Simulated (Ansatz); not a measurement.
# CuO (Tenorite) (C2/c) in Ansatz: notebook

Aim: see how the results for CuO (Tenorite) move with the level of theory and the settings. Levels: LDA, PBE+U, BLYP. Tasks: phonons, band structure, single point, equation of state.

Everything below comes from runs of Ansatz 0.2.0. Logs are shortened: lines on timing, memory, paths and dates and some standing lists are left out, and cuts for length are marked.

## (1) The crystal as given

The structure is monoclinic, space group C2/c (No. 15). Conventional cell: a = 4.684 Å, b = 3.423 Å, c = 5.129 Å, α = 90.00°, β = 99.54°, γ = 90.00°. Cu (site symmetry -1) has 4 O at 1.95 to 1.96 Å as nearest neighbours. O (site symmetry 2) has 4 Cu at 1.95 to 1.96 Å as nearest neighbours.

## (2) Phonons, LDA

File input.yaml:

```yaml
crystal:
  lattice:
    - [2.34185, -1.7113, 0.0]
    - [2.34185, 1.7113, 0.0]
    - [-0.8500274268, 0.0, 5.0578693947]
  atoms:
    - { symbol: Cu, position: [0.5, 0.0, 0.5] }
    - { symbol: Cu, position: [0.0, 0.5, 0.0] }
    - { symbol: O, position: [0.4184, 0.5816, 0.75] }
    - { symbol: O, position: [0.5816, 0.4184, 0.25] }
hamiltonian:
  xc: lda
  pseudopotentials: { kind: paw }
kpoints:
  mp_grid: { grid: [8, 8, 5] }
scf:
  occupations: { method: fermi_dirac, width: 0.05 }
phonons:
  method: dfpt
```

Potentials or basis: Ansatz PAW.

On the command line:

```bash
> ansatz run input.yaml --threads 2 --pin off --max-ram 5120MiB --backend cpu --events-out ev --progress --plain --runs-dir out
```

Log:

```text
Warning: RAYON_NUM_THREADS=2 ignored (pool sized by the plan → 2); use --threads N
Engine: ansatz 0.2.0, aarch64-unknown-linux-gnu
Pseudopotentials: kind: paw
Pseudopotential: Cu, paw, valence charge 19, recommended cutoff 420 eV (normal), Cu.paw.azcp
Pseudopotential: O, paw, valence charge 6, recommended cutoff 420 eV (normal), O.paw.azcp
Functional definition: SPW92
  exchange = slater_x
  correlation = pw_c
Crystal: 4 atoms, lattice volume = 40.540 Å³
Basis set: ecut = 420 eV, 787 PW (Γ), exchange–correlation on 40×40×72 points (8 copies of the dense FFT grid, shifted against one another)
Bands: 30, of which v1, the nominal top of the filled ones, is band 25 counted from 1 (24 counted from 0)
Symmetry: 4 space group operations
k-points: 162 of 320 (irreducible under 1 space group operation, time reversal used)
Non-local potential: Cu, projectors of the file, l = 0: 3, l = 1: 2, l = 2: 3, l = 3: 1
Non-local potential: O, projectors of the file, l = 0: 2, l = 1: 2, l = 2: 1
PAW form: soft (Blöchl's): semilocal exchange-correlation on the pseudo side does not see the compensation charge
PAW frozen core: Cu, regenerated for the run's functional, and the local potential with it (the file was generated under x = pbe(κ = 0.804, μ = 0.2195149727645171), c = pbe(β = 0.06672455060314922))
PAW frozen core: O, regenerated for the run's functional, and the local potential with it (the file was generated under x = pbe(κ = 0.804, μ = 0.2195149727645171), c = pbe(β = 0.06672455060314922))
PAW one-centre angular grid: Cu, 590 points (default); XC on 64 Gauss nodes
PAW one-centre angular grid: O, 110 points (default); XC on 64 Gauss nodes
Initial density: superposition of atomic densities (neutral atoms: chi_scale 0, normalization atom), corrected by the library's trained network
Initial wavefunctions: pseudopotential atomic-orbital guess
Functional: x = slater, c = lda
SCF iter   1: F=—  HF=-14219.186785 eV  |F-HF|=—  |Δ(HF+E_count)|=         —  Δρ=2.33e-2  dr2=1.42e-1  ethr=1.77e-3  ⟨swp⟩=5.8  Hψ=16940  notcnv=0
preconditioner: auto → Kerker (q_TF=auto, 2.825 Å⁻¹)  [metal: Δε(μ)=0.041 eV  Ē_g=11.059 eV  σ=0.050 eV  W_gap=0.20  n_scr=20 (ndim 8)  ℏωp=34.0 eV  f_vac=0.000  D(μ)=2.00/eV (n_scr^D=20)]
SCF iter   2: F=—  HF=-14219.147976 eV  |F-HF|=—  |Δ(HF+E_count)|=   3.88e-2  Δρ=8.89e-3  dr2=3.04e-2  ethr=2.84e-4  ⟨swp⟩=2.1  Hψ=8811  notcnv=0
SCF iter   3: F=—  HF=-14219.141236 eV  |F-HF|=—  |Δ(HF+E_count)|=   6.74e-3  Δρ=3.68e-3  dr2=4.52e-3  ethr=6.07e-5  ⟨swp⟩=2.7  Hψ=7751  notcnv=0
SCF iter   4: F=—  HF=-14219.139965 eV  |F-HF|=—  |Δ(HF+E_count)|=   1.27e-3  Δρ=1.06e-3  dr2=3.14e-4  ethr=9.05e-6  ⟨swp⟩=2.6  Hψ=7362  notcnv=0
SCF iter   5: F=—  HF=-14219.139894 eV  |F-HF|=—  |Δ(HF+E_count)|=   7.07e-5  Δρ=2.39e-4  dr2=2.46e-5  ethr=6.28e-7  ⟨swp⟩=2.1  Hψ=7629  notcnv=0
SCF iter   6: F=—  HF=-14219.139890 eV  |F-HF|=—  |Δ(HF+E_count)|=   4.34e-6  Δρ=4.98e-5  dr2=8.07e-7  ethr=4.92e-8  ⟨swp⟩=2.6  Hψ=7478  notcnv=0
SCF iter   7: F=—  HF=-14219.139888 eV  |F-HF|=—  |Δ(HF+E_count)|=   2.04e-6  Δρ=2.70e-5  dr2=2.95e-7  ethr=1.61e-9  ⟨swp⟩=2.1  Hψ=8455  notcnv=0
SCF iter   8: F=—  HF=-14219.139888 eV  |F-HF|=—  |Δ(HF+E_count)|=   7.21e-8  Δρ=6.79e-6  dr2=1.70e-8  ethr=5.91e-10  ⟨swp⟩=2.0  Hψ=7317  notcnv=0
SCF iter   9: F=—  HF=-14219.139888 eV  |F-HF|=—  |Δ(HF+E_count)|=   1.08e-9  Δρ=2.27e-6  dr2=1.56e-9  ethr=3.40e-11  ⟨swp⟩=2.2  Hψ=8596  notcnv=0
SCF iter  10: F=—  HF=-14219.139888 eV  |F-HF|=—  |Δ(HF+E_count)|=  4.18e-11  Δρ=6.25e-7  dr2=1.07e-10  ethr=3.13e-12  ⟨swp⟩=2.3  Hψ=7210  notcnv=0
SCF iter  11: F=-14219.139888 eV  HF=-14219.139888 eV  |F-HF|=0.00e0  |Δ(HF+E_count)|=  1.46e-11  Δρ=1.53e-7  dr2=7.88e-12  ethr=1.00e-12  ⟨swp⟩=4.0  Hψ=22538  notcnv=0
SCF 1 converged in 11 iterations: F = -14219.139888 eV  dr2 = 7.88e-12
DFPT response loops at Γ: preconditioner auto → Kerker (q_TF=auto, 2.825 Å⁻¹) (partly filled bands, converged f_vac=0.000); β = 1.00, the filter's whole step (`scf.mixing.beta` (0.50) is not read by the response loops under this deck's `scf.mixing.preconditioner`; to damp them name `kerker` or `kerker_dos`, under which they read `scf.mixing.beta`, and type it under 1.00, their step now; both keys bind the ground state too); Broyden in place of MSR1
SCF converged after 11 iterations
Free energy (F): -14219.139888 eV
Harris-Foulkes:  -14219.139888 eV  (|F-HF|=0.00e0)
Internal energy: -14219.122307 eV  (E = F + TS)
E sigma→0 (E₀):  -14219.131097 eV
Entropy (-TS):   -0.017581 eV (-4.395 meV/atom)
Fermi energy:    11.783908 eV
--- Per-component energies (eV) ---
  E_band       = -868.060618
  E_kinetic    = 940.809797
  E_local      = -9664.447990  (includes V_loc(G=0)·N_el)
  E_nonlocal   = 890.008931
  E_hartree    = 4175.166945
  E_xc         = -320.102239
  E_vxc        = -413.511160  (∫ρ·V_xc dr)
  E_paw        = -3477.328492  (= ΣΔE_a)
  E_vpaw       = -971.259582  (= ΣTr[D̂ρ^β])
  E_aug_tail   = 0.005512  (compensation charges beyond the density's cutoff)
  E_ewald      = -6764.327933
  E_core_change = 1.093163  (= ΣΔE_core)
  E_smearing   = -0.017581  (= −TS)
  E_closure    = -0.000000  (closes the sum)
  Σ components = -14219.139888   (vs F -14219.139888, Δ=0.00e0)
--- Band table (eV; the first three rows and the last of 162) ---
  k-point 0: bands = ["-99.9506", "-99.9500", "-57.9279", "-57.9277", "-57.8930", "-57.8840", "-57.4818", "-57.4813", "-7.9068", "-6.5019", "3.5243", "6.1555", "6.5661", "8.4434", "8.6677", "8.6748", "8.6888", "8.8063", "9.0991", "9.1686", "9.3972", "9.5739", "9.6314", "10.1449", "12.0015", "12.7250", "13.4799", "17.7027", "19.8125", "24.9195"]
  k-point 1: bands = ["-99.9506", "-99.9500", "-57.9279", "-57.9277", "-57.8922", "-57.8849", "-57.4818", "-57.4814", "-7.7947", "-6.6654", "3.9142", "6.2368", "6.5949", "7.8517", "8.1172", "8.1857", "8.8227", "9.0078", "9.2720", "9.2972", "9.5055", "9.7006", "9.8767", "10.0376", "11.9640", "12.5669", "14.0092", "17.1683", "20.6313", "24.9684"]
  k-point 2: bands = ["-99.9504", "-99.9502", "-57.9278", "-57.9277", "-57.8899", "-57.8872", "-57.4816", "-57.4815", "-7.4836", "-7.0566", "4.9615", "6.3696", "6.4431", "6.6365", "7.7423", "7.8055", "8.9783", "9.0718", "9.3512", "9.4311", "9.4758", "9.7016", "10.1623", "10.2737", "11.9217", "12.1912", "15.1018", "16.2077", "22.3210", "24.2551"]
  k-point 161: bands = ["-99.9489", "-99.9488", "-57.9416", "-57.9403", "-57.8891", "-57.8871", "-57.4906", "-57.4897", "-6.4297", "-6.3170", "4.8656", "5.3824", "6.0941", "6.1652", "6.5524", "6.9510", "8.9332", "9.2302", "9.5402", "9.5627", "10.0621", "10.0667", "10.4556", "10.5523", "11.0793", "11.7306", "16.3005", "17.4648", "20.2655", "20.9639"]
--- Phonons (Γ-DFPT): 6 representative perturbations + reference, on 162 of 320 k-points (Σ response iterations 24) ---
  k mesh reduced under 1 symmetry operation, with k and −k counted as one. Each operation leaves every solved perturbation unchanged. A smaller set is not used because it would not reduce the number of displacements times k-points to solve
  ASR residual: 1.055e-3 → 0.000e0 eV/Å²; symmetrization residual: 1.926e-6 eV/Å²
  ASR residual per site (eV/Å²): 1.05e-3 1.05e-3 3.24e-4 3.24e-4
  Γ frequencies (cm⁻¹): 0.00 0.00 0.00 147.03 163.52 275.91 278.42 283.57 390.91 435.56 459.29 461.53
  non-analytic LO–TO correction: not included (Born effective charges unavailable; polar crystals: no LO–TO splitting at Γ)
```

Wall time 71 s (2 threads of Arm Neoverse V1, shared host); peak memory 0.87 GiB.

Results:

| Item | Value |
| --- | --- |
| Free energy | -14219.1399 eV |
| Band gap on the k mesh | none (metal or under the smearing width) |
| Highest phonon frequency at Γ | 462 cm⁻¹ |

Phonon frequencies in cm⁻¹ (negative: imaginary):
```
              q point                                frequencies
(0.000, 0.000, 0.000)  0 0 0 147 164 276 278 284 391 436 459 462
```

Caveat: the run has no spin polarisation, though such a crystal can be magnetic; semilocal functionals often make such compounds metallic where correlation or magnetic order opens a gap, which also shifts bond lengths; the PAW data sets come from PBE, with cores solved anew for the run's functional, which leaves a small shift of forces and pressure. With open d or f shells a metallic result of LDA can be an artefact of self-interaction; +U or a hybrid may open a gap.

## (3) Band structure, PBE+U

File input.yaml:

```yaml
crystal:
  lattice:
    - [2.34185, -1.7113, 0.0]
    - [2.34185, 1.7113, 0.0]
    - [-0.8500274268, 0.0, 5.0578693947]
  atoms:
    - { symbol: Cu, position: [0.5, 0.0, 0.5] }
    - { symbol: Cu, position: [0.0, 0.5, 0.0] }
    - { symbol: O, position: [0.4184, 0.5816, 0.75] }
    - { symbol: O, position: [0.5816, 0.4184, 0.25] }
hamiltonian:
  xc: pbe
  pseudopotentials: { kind: paw }
  hubbard: { sites: [{ species: Cu, l: d, u_eff: 4.5 }] }
kpoints:
  mp_grid: { grid: [10, 10, 5] }
  band_path:
    path:
      - [[0.0, 0.0, 0.0], [-0.5, -0.5, 0.0], [-0.5247847702, -0.5247847702, 0.3275098836], [-0.5, -0.5, 0.5], [-0.6335075857, -0.3664924143, 0.5]]
      - [[-0.3664924143, 0.3664924143, 0.5], [0.0, 0.0, 0.5], [-0.4752152298, -0.4752152298, 0.6724901164]]
      - [[-0.5, -0.5, 0.0], [-0.612731633, -0.387268367, 0.0]]
      - [[-0.387268367, 0.387268367, 0.0], [0.0, 0.0, 0.0], [-0.5, 0.0, 0.0]]
      - [[-0.5, 0.0, 0.5], [0.0, 0.0, 0.0]]
    npoints: 14
scf:
  occupations: { method: fermi_dirac, width: 0.05 }
  n_extra_bands: 10
output:
  forces: true
  stress: true
  eigenvalues: true
  fatbands: false
  write_density: true
  write_potential: true
  elf: true
  volumetric_format: npy
```

Potentials or basis: Ansatz PAW.

On the command line:

```bash
> ansatz run input.yaml --threads 2 --pin off --max-ram 5120MiB --backend cpu --events-out ev --progress --plain --runs-dir out
```

It took 11 s on 2 threads of Arm Neoverse V1, shared host; peak memory 0.53 GiB.

The run converged. Its results:

| Item | Value |
| --- | --- |
| Free energy | -14380.3923 eV |
| Pressure | 7.9 GPa |
| Largest force | 0.150 eV/Å |
| Band gap on the k mesh | none (metal or under the smearing width) |

Forces on the atoms (eV/Å):
```
Cu   0.000  0.000  0.000
Cu   0.000  0.000  0.000
O    0.000 -0.150  0.000
O    0.000  0.150  0.000
```

Stress tensor (GPa, compression positive):
```
 8.12  0.00 -1.51
 0.00  8.06  0.00
-1.51  0.00  7.40
```

Levels at the corners of the path, in eV from the Fermi level:
```tsv
point	band 21	band 22	band 23	band 24	band 25	band 26	band 27	band 28	band 29	band 30
Γ	-2.78	-2.77	-2.50	-2.35	0.24	1.00	2.00	6.50	8.59	13.87
Y	-3.44	-3.33	-2.02	-2.01	-0.98	1.15	3.85	7.66	9.02	10.46
F	-2.78	-2.47	-2.16	-1.78	-0.82	0.22	4.76	6.68	9.25	9.99
L	-2.46	-2.46	-1.89	-1.89	-0.44	-0.44	5.74	5.74	9.52	9.52
I	-2.58	-2.58	-2.20	-2.20	-0.33	-0.33	6.34	6.34	9.61	9.61
I1	-2.58	-2.58	-2.20	-2.20	-0.33	-0.33	6.34	6.34	9.61	9.61
Z	-2.96	-2.96	-1.85	-1.85	0.31	0.31	4.29	4.29	12.19	12.19
F1	-2.78	-2.47	-2.16	-1.78	-0.82	0.22	4.76	6.68	9.25	9.99
Y	-3.44	-3.33	-2.02	-2.01	-0.98	1.15	3.85	7.66	9.02	10.46
X1	-3.18	-2.87	-2.09	-1.89	-1.51	0.97	5.33	7.73	8.25	10.32
X	-3.18	-2.87	-2.09	-1.89	-1.51	0.97	5.33	7.73	8.25	10.32
Γ	-2.78	-2.77	-2.50	-2.35	0.24	1.00	2.00	6.50	8.59	13.87
N	-3.10	-2.40	-2.17	-1.84	0.06	0.33	5.38	6.80	7.37	11.58
M	-3.40	-2.78	-2.58	-2.42	-0.19	0.78	5.58	7.01	8.52	9.05
Γ	-2.78	-2.77	-2.50	-2.35	0.24	1.00	2.00	6.50	8.59	13.87
```

Eigenvalues of the final occupation matrices:
| site | spin | trace | eigenvalues |
| --- | --- | --- | --- |
| site 1 | 1 | 4.75 | 0.79 0.98 0.99 1.00 1.00 |
| site 2 | 1 | 4.75 | 0.79 0.98 0.99 1.00 1.00 |

Caveat: the pressure holds a Pulay correction of +0.7 GPa for the finite cutoff; the run has no spin polarisation, though such a crystal can be magnetic; U without spin polarisation on a metal has little footing.

[end of part 1 of 2]
